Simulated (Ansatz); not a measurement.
**LiBr (Fm-3m): G0W0 under other settings**

A base run on LiBr (Fm-3m), then changed inputs.

Method: G0W0 on PBE, plane waves, PAW; PAW set soft_1, in Ansatz 0.2.0.

Report form: the programs' logs are mostly left out.

## (1) Set-up

It takes space group Fm-3m (No. 225, cubic). The conventional cell has a = 5.501 Å, b = 5.501 Å, c = 5.501 Å, α = 90.00°, β = 90.00°, γ = 90.00°. Nearest to Li lie 6 Br at 2.75 Å. Br has 6 Li at 2.75 Å nearest. Farther neighbours and most contacts between anions are not listed.

The cell and positions come from the Crystallography Open Database and are kept as given unless a step says otherwise.

## (2) The base run: 4×4×4 mesh, 124 empty bands, screening to 120 eV, PAW set soft_1 files

G0W0 replaces the xc potential by the self-energy, built once from these orbitals. Only a window of levels is corrected, while the sums run over the empty bands that the input names. This step takes PAW set soft_1 files.

input.yaml

```yaml
crystal:
  lattice:
    - [0.0, 2.75065, 2.75065]
    - [2.75065, 0.0, 2.75065]
    - [2.75065, 2.75065, 0.0]
  atoms:
    - { symbol: Li, position: [0.0, 0.0, 0.0] }
    - { symbol: Br, position: [0.5, 0.5, 0.5] }
kpoints:
  mp_grid: { grid: [4, 4, 4] }
hamiltonian:
  xc: pbe
  pseudopotentials: { kind: paw, azcp: { folder: soft_1 } }
scf:
  occupations: { method: fixed }
gw:
  n_empty_bands: 124
  ecut_chi: 120
  qp_bands: [v2, c2]
  qp_kpoints: band_edges
  screening: { model: contour_deformation }
```

Launch:

```sh
ansatz run input.yaml --threads 24 --pin off --max-ram 82944MiB --backend cuda --events-out ev --progress --plain --runs-dir out --devices 1 --max-vram 78GiB
```

Elapsed: 1.9 s, on 1 × NVIDIA GB200 (shared by 2 runs) with 24 threads of Arm Neoverse V2, shared host; peak memory 1.1 GiB.

Numbers from this step:

```yaml
bands_summed: 129
rpa_eps_infinity_on_this_mesh_eigenvalues: 3.325, 3.325, 3.325
plane_waves_in_the_screening_matrix: 137
q_points_in_the_mesh: 64
g0w0_gap_on_the_mesh: 7.063 eV
k_of_the_valence_top: 0, 0, 0
k_of_the_conduction_bottom: 0, 0, 0
starting_gap_on_the_mesh: 4.936 eV
z_at_the_valence_top: 0.7990
z_at_the_conduction_bottom: 0.8350
least_direct_g0w0_gap_on_the_computed_points: 7.063 eV
```

The gap on the mesh goes from 4.94 eV to 7.06 eV, a correction of +2.13 eV. Between the two edge states, bare exchange in place of the xc potential would open the gap by 7.88 eV, and correlation takes back 5.76 eV.

## (3) Variant: norm-conserving files, smooth pair densities

This step: G0W0 on PBE, plane waves, norm-conserving pseudopotentials.

input.yaml, the sections that differ from step 2:

```yaml
hamiltonian:
  xc: pbe
  pseudopotentials: { kind: nc }
gw:
  n_empty_bands: 67
  ecut_chi: 80
  qp_bands: [v2, c2]
  qp_kpoints: band_edges
  screening: { model: contour_deformation }
  pair_densities: pseudo
# crystal, kpoints, scf: as in step 2
```

It took 2 s on 1 × NVIDIA GB200 (shared by 2 runs) with 24 threads; peak memory 1.1 GiB; 3 s of CPU time.

The G0W0 gap on the mesh is 6.902 eV.

Against the base:

```csv
setting,base,variant
files,PAW set soft_1,norm-conserving
empty bands,124,67
screening cutoff (eV),120,80
pair densities,-,pseudo
```

```csv
quantity,variant,base
starting gap on the mesh,4.934,4.936
G0W0 gap on the mesh,6.902,7.063
least direct G0W0 gap on the computed points,6.902,7.063
Z at the valence top,0.800,0.799
Z at the conduction bottom,0.835,0.835
```

## (4) Variant: wavefunction cutoff

This step: G0W0 on PBE, plane waves, PAW; PAW set soft_1.

input.yaml, the sections that differ from step 3:

```yaml
hamiltonian:
  xc: pbe
  pseudopotentials: { kind: paw, azcp: { folder: soft_1 } }
gw:
  n_empty_bands: 94
  ecut_chi: 100
  qp_bands: [v2, c2]
  qp_kpoints: band_edges
  screening: { model: contour_deformation }
basis:
  ecutwfc: 350
# crystal, kpoints, scf: as in step 3
```

It took 2.5 s on 1 × NVIDIA GB200 (shared by 2 runs) with 24 threads; peak memory 1.1 GiB; 3.7 s of CPU time.

The G0W0 gap on the mesh is 6.998 eV.

Against the base:

```csv
setting,base,variant
empty bands,124,94
screening cutoff (eV),120,100
typed cutoff,-,350
```

```csv
quantity,variant,base
starting gap on the mesh,4.936,4.936
G0W0 gap on the mesh,6.998,7.063
least direct G0W0 gap on the computed points,6.998,7.063
Z at the valence top,0.800,0.799
Z at the conduction bottom,0.835,0.835
```

## (5) Outcome

- base: 7.06 eV, 1.9 s
- norm-conserving files, smooth pair densities: 6.90 eV, 2 s
- wavefunction cutoff: 7.00 eV, 2.5 s

In words: Norm-conserving files, smooth pair densities: the gap moves by −0.16 eV (the plane-wave cutoff goes from 420 to 1034.03 eV). The variant differs from the base in files, empty bands, screening cutoff and pair densities together, so the change can't be laid to one of them. Wavefunction cutoff: the gap moves by −0.07 eV (the plane-wave cutoff goes from 420 to 350 eV). The variant differs from the base in empty bands, screening cutoff and typed cutoff together, so the change can't be laid to one of them. All runs here use a coarse mesh and modest cutoffs; they test settings and are not final values. The 4×4×4 mesh is coarse for this cell (its supercell is 16 Å along the shortest edge). The RPA ε∞ on it, from the PBE start, is 3.32; such meshes misread the long-range screening, most where the gap is narrow. The many-body steps are scalar-relativistic: spin-orbit coupling is not in them.

[Paths, hosts, dates, memory and timing lines, banners, echoed tables and standing remarks are left out of the program output.]

[Logs are printed without paths, hosts, clocks, repeated set-up lines and the standing remarks that a program may print on its own settings, such as how far it seeks lower states.]

[Runs of the session that timed out or met a known fault of the program may be left out.]

[Cells called generated may have been cut or substituted from an entry of the Crystallography Open Database or the Materials Project.]

[Hosts, paths, dates, database ids (printed as entryN), source tags and the programs' standing remarks are cut or masked in the printed files.]
